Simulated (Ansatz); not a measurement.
# I (bcc type): how the settings move a single-point run

Aim: see which settings change the result for I (bcc type), by how much, and at what cost.

Method: reference: DFT, PBE, norm-conserving pseudopotentials, Ansatz's default files, scalar-relativistic, in Ansatz 0.2.0.

1 further run of the same task is left out (set aside as unsound or not needed).

## Step 1: Starting point

It takes space group Im-3m (No. 229, cubic). Conventional cell: a = 4.166 Å, b = 4.166 Å, c = 4.166 Å, α = 90.00°, β = 90.00°, γ = 90.00°. I (site symmetry m-3m) is surrounded by 8 I at 3.61 Å.

Structure file:

```
I
1.0
    -2.08296    2.08296    2.08296
     2.08296   -2.08296    2.08296
     2.08296    2.08296   -2.08296
I
1
Direct
  0.00000 0.00000 0.00000
```

## Step 2: Reference

input.yaml reads:

```yaml
crystal:
  lattice:
    - [-2.0829554915, 2.0829554915, 2.0829554915]
    - [2.0829554915, -2.0829554915, 2.0829554915]
    - [2.0829554915, 2.0829554915, -2.0829554915]
  atoms:
    - { symbol: I, position: [0.0, 0.0, 0.0] }
kpoints:
  mp_grid: { grid: [13, 13, 13] }
scf:
  occupations: { method: fermi_dirac, width: 0.1 }
hamiltonian:
  xc: pbe
  pseudopotentials: { kind: nc }
output:
  forces: true
  stress: true
  eigenvalues: true
```

Started as:

```bash
> ansatz run input.yaml --threads 1 --pin off --max-ram 2048MiB --backend cpu --events-out ev --progress --plain --runs-dir out
```

## Step 3: Variant: dr2_threshold 1.0e-11, lower_state_search standard

input.yaml, as its differences from that of step 2:

```diff
@@ -11,2 +11,4 @@
   occupations: { method: fermi_dirac, width: 0.1 }
+  convergence: { dr2_threshold: 1.0e-11 }
+  lower_state_search: standard
 hamiltonian:
```

What does the calculation give? Wanted: for each run, ending; energy change; pressure; gap; force.

The runs gave:

| run | ending | energy change | pressure (GPa) | gap (eV) | force (eV/Å) | cycles | time |
| --- | --- | --- | --- | --- | --- | --- | --- |
| reference | converged | 0 | 0.0 | 0.00 | 0.00 | 7 | 4.4 s |
| 1: dr2_threshold 1.0e-11, lower_state_search standard | converged | 0.0 meV/atom | 0.0 | 0.00 | 0.00 | 10 | 5.3 s |

Residual by cycle in the longest SCF loop of each run; runs are numbered as in the table. The quantity is the density residual dr2, in eV.

| cycle | reference | run 1 |
| --- | --- | --- |
| 1 | 0.00454 | 0.00454 |
| 2 | 0.00247 | 0.00247 |
| 3 | 0.00161 | 0.00161 |
| 4 | 3.9e-4 | 3.9e-4 |
| 5 | 4.4e-6 | 4.4e-6 |
| 6 | 1.3e-7 | 1.3e-7 |
| 7 | 5.3e-9 | 5.2e-9 |
| 8 | - | 3.0e-10 |
| 9 | - | 1.8e-11 |
| 10 | - | 2.8e-15 |

**Reading.** The changed input (convergence setting and search for lower states) leaves the energy the same to the digits printed. Cost: 10 SCF cycles against 7.
